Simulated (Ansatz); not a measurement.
An Ansatz input:

```yaml
crystal:
  lattice:
    - [0.0, 2.0990887974, 2.0990887974]
    - [2.0990887974, 0.0, 2.0990887974]
    - [2.0990887974, 2.0990887974, 0.0]
  atoms:
    - { symbol: Se, position: [0.0, 0.0, 0.0] }
hamiltonian:
  xc: rpbe
  pseudopotentials:
    kind: paw
    azcp:
      Se: "pseudopotentials/Se.paw.azcp"
basis:
  ecutwfc: 420
  fft_grid_basis: typed
kpoints:
  mp_grid: { grid: [14, 14, 14], shift: [0, 0, 0] }
magnetization:
  spin_polarized: false
scf:
  occupations: { method: fermi_dirac, width: 0.1 }
  lower_state_search: "off"
output:
  stress: true
```

and its output:

```
Engine: ansatz 0.2.0, x86_64-unknown-linux-gnu
Pseudopotentials: kind: paw
Pseudopotential: Se, paw, valence charge 16, recommended cutoff 420 eV (normal) 
Functional definition: RPBE
  parameter kappa = 0.804
  parameter beta = 0.06672455060314922
  exchange = rpbe_x(kappa = kappa, mu = beta*pi^2/3)
  correlation = pbe_c(beta = beta)
Crystal: 1 atoms, lattice volume = 18.498 Å³
Basis set: ecut = 420 eV, 339 PW (Γ)
Bands: 12, of which v1, the nominal top of the filled ones, is band 8 counted from 1 (7 counted from 0)
Symmetry: 48 space group operations
Space group: Fm-3m (ITA 225), of the structure as read, at distance tolerance 2.6e-5 Å
k-points: 104 of 2744
Non-local potential: Se, projectors of the file, l = 0: 2, l = 1: 2, l = 2: 3, l = 3: 1
PAW form: soft (Blöchl's): semilocal exchange-correlation on the pseudo side does not see the compensation charge
PAW frozen core: Se, regenerated for the run's functional, and the local potential with it (the file was generated under x = pbe(κ = 0.804, μ = 0.2195149727645171), c = pbe(β = 0.06672455060314922))
PAW one-centre angular grid: Se, 590 points (default); XC on 64 Gauss nodes
Initial density: superposition of atomic densities (neutral atoms: chi_scale 0, normalization atom), corrected by the library's trained network
Initial wavefunctions: pseudopotential atomic-orbital guess
Functional: x = rpbe, c = pbe(β = 0.06672455060314922)
SCF iter   1: F=—  HF=-5474.230537 eV  |F-HF|=—  |Δ(HF+E_count)|=         —  Δρ=3.05e-3  dr2=1.30e-3  ethr=1.77e-3  ⟨swp⟩=5.5  Hψ=7406  notcnv=0
SCF iter   2: F=—  HF=-5474.230669 eV  |F-HF|=—  |Δ(HF+E_count)|=   1.33e-4  Δρ=2.13e-3  dr2=7.55e-4  ethr=8.12e-6  ⟨swp⟩=1.3  Hψ=2127  notcnv=0
SCF iter   3: F=—  HF=-5474.230640 eV  |F-HF|=—  |Δ(HF+E_count)|=   2.97e-5  Δρ=3.86e-4  dr2=1.34e-5  ethr=4.72e-6  ⟨swp⟩=2.0  Hψ=1544  notcnv=0  defer=4
SCF iter   4: F=—  HF=-5474.230628 eV  |F-HF|=—  |Δ(HF+E_count)|=   1.15e-5  Δρ=1.65e-4  dr2=1.77e-6  ethr=8.40e-8  ⟨swp⟩=2.0  Hψ=2064  notcnv=0  defer=4
SCF iter   5: F=—  HF=-5474.230629 eV  |F-HF|=—  |Δ(HF+E_count)|=   1.13e-6  Δρ=7.09e-5  dr2=7.39e-7  ethr=1.11e-8  ⟨swp⟩=2.0  Hψ=1544  notcnv=0  defer=4
SCF iter   6: F=-5474.230629 eV  HF=-5474.230629 eV  |F-HF|=1.15e-8  |Δ(HF+E_count)|=   9.21e-8  Δρ=1.51e-5  dr2=3.29e-8  ethr=6.25e-10  ⟨swp⟩=2.9  Hψ=4355  notcnv=0
SCF 1 converged in 6 iterations: F = -5474.230629 eV  dr2 = 3.29e-8
SCF converged after 6 iterations
Free energy (F): -5474.230629 eV
Harris-Foulkes:  -5474.230629 eV  (|F-HF|=1.15e-8)
Internal energy: -5474.201750 eV  (E = F + TS)
E sigma→0 (E₀):  -5474.216190 eV
Entropy (-TS):   -0.028879 eV (-28.879 meV/atom)
Fermi energy:    12.926974 eV
--- Per-component energies (eV) ---
  E_band       = -318.215435
  E_kinetic    = 117.800917
  E_local      = -1961.383740  (includes V_loc(G=0)·N_el)
  E_nonlocal   = -595.510546
  E_hartree    = 1000.050783
  E_xc         = -104.158576
  E_vxc        = -97.985184  (∫ρ·V_xc dr)
  E_paw        = -1917.802037  (= ΣΔE_a)
  E_vpaw       = 218.755761  (= ΣTr[D̂ρ^β])
  E_aug_tail   = -0.000599  (compensation charges beyond the density's cutoff)
  E_ewald      = -2012.923353
  E_core_change = -0.274599  (= ΣΔE_core)
  E_smearing   = -0.028879  (= −TS)
  E_closure    = 0.000000  (closes the sum)
  Σ components = -5474.230629   (vs F -5474.230629, Δ=0.00e0)
--- Stress (GPa, compression-positive) ---
       10.345363       0.000000       0.000000
        0.000000      10.345363       0.000000
       -0.000000       0.000000      10.345363
  P = ⅓ Tr σ = 10.3454 GPa (103.454 kbar)
```
